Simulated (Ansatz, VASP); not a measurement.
# SnO in VASP and in Ansatz

```
Sn O
1.0
     3.80200    0.00000    0.00000
     0.00000    3.80200    0.00000
     0.00000    0.00000    4.83600
Sn O
2 2
Direct
  0.00000 0.50000 0.23850
  0.50000 0.00000 0.76150
  0.00000 0.00000 0.00000
  0.50000 0.50000 0.00000
```

Alike in both runs: task electric field gradients; functional LDA; k mesh 6 × 6 × 5; occupations fermi-dirac, width 0.02 eV; no spin polarisation.

|  | VASP | Ansatz |
| --- | --- | --- |
| version | VASP 6.6.1 | Ansatz 0.2.0 |
| potentials or method | VASP PAW LDA potentials, release 64 (Sn_d, O), cutoff 520 eV | all-electron PAW with datasets made for the crystal, scalar-relativistic |

Ansatz gave:

- pressure (GPa): -2.9
- largest component of the traceless stress (GPa): 0.10
- rms of the force components (eV/Å): 0.106
- Vzz of the field gradient on the site that differs most (V/Å²): -169.4

Problem. What did VASP give for the same quantities?

Solution. Pressure (GPa): -2.5; largest component of the traceless stress (GPa): 0.12; rms of the force components (eV/Å): 0.062; Vzz of the field gradient on the site that differs most (V/Å²): -164.9.

Atom by atom the forces differ by 0.044 eV/Å (rms over components). Ansatz ran all-electron here, so the differences hold the error of VASP's frozen core and of both bases. Ansatz warned: «gradients_without_spin_orbit».
